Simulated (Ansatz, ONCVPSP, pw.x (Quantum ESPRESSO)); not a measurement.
carbon: one change to the ONCV potential, in the atom and in the diamond crystal

| Property | Result |
| --- | --- |
| Element | C |
| Generator | ONCVPSP 4.0.1.1 (patched build) |
| Type | optimised norm-conserving Vanderbilt (ONCV) |
| Functional | PBEsol |
| Relativity | scalar-relativistic |
| Frozen core | [He] |
| Valence charge | 4 |
| Reference configuration | 2s1.75 2p2.25 |
| Partial waves | 2s: rc 1.20 bohr, ncon 3, nbas 8, qcut 6.6 1/bohr, 1 projector; 2p: rc 2.70 bohr, ncon 5, nbas 9, qcut 6.2 1/bohr, 2 projectors, debl 1 Ha; d scattering state at 0.44 Ha: rc 2.90 bohr, ncon 4, nbas 7, qcut 3.8 1/bohr, 3 projectors, debl 0.5 Ha |
| Local potential | polynomial inside 1.05 bohr (lpopt 5, dvloc0 0 Ha) |
| Core correction | Teter function, fcfact 4.75, rcfact 1.4 |

Change: local potential polynomial inside 1.05 bohr (lpopt 5, dvloc0 -2 Ha).

Cutoffs, loose and tight: the cutoffs (Ha) at which the residual kinetic energy of the hardest occupied pseudo-wave falls to 1 and 0.1 mHa per electron. They do not see the model core or the augmentation charge, which bear on the density cutoff. Test errors are all-electron minus pseudo excitation energies from the reference, over the configurations 2s2 2p2; 2s2 2p1; 2s2 2p0; 2s1 2p3; variants that change the core or the reference have their own tests.

Crystal test: diamond C in pw.x 7.5, no spin, 13³ k-points, Fermi–Dirac smearing 0.01 Ry, cutoffs set for each file from its atomic test. The reference is all-electron LAPW (Ansatz 0.2.0) with the same functional, mesh and smearing; V0 and B0 come from Birch–Murnaghan fits to the pressures at five volumes. Errors are pseudo minus all-electron; Δ is the rms difference of the E(V) curves that follow from these fits, minima aligned, over ±6 % about the mean V0. Mesh and smearing are coarse, so the numbers serve the comparison and aren't converged zero-temperature values; the lattice is a test structure that the element need not adopt.

All-electron: a0 = 3.554 Å (V0 = 5.61 Å³/atom), B0 = 450.3 GPa.

**Question.** Does the change bring the crystal closer to the all-electron result?

**Answer.** The mean pressure error goes from -71.57 to -81.31 GPa, so the change moves the solid further from the all-electron pressures. Neither pressure curve crosses zero within the volumes sampled, so no fits are given.

| quantity | base | changed |
| --- | --- | --- |
| outcome (atom) | generated | generated |
| cutoff, loose (atom) | 16 Ha | 16 Ha |
| cutoff, tight (atom) | 22 Ha | 22 Ha |
| bound ghosts (atom) | none | none |
| largest test error (meV) (atom) | +596 | +599 |
| cutoffs in pw.x (Ry) | 55/220 | 55/220 |
| mean pressure error (GPa) | -71.57 | -81.31 |

Base: The largest radius (2.90 bohr) exceeds half the bond length (1.45 bohr), so the spheres overlap, which is one possible source of error among others. This is a poor potential for the solid. Changed file: The largest radius (2.90 bohr) exceeds half the bond length (1.45 bohr), so the spheres overlap, which is one possible source of error among others. This is a poor potential for the solid. The generator flags a localised state at positive energy (p at 17 eV).
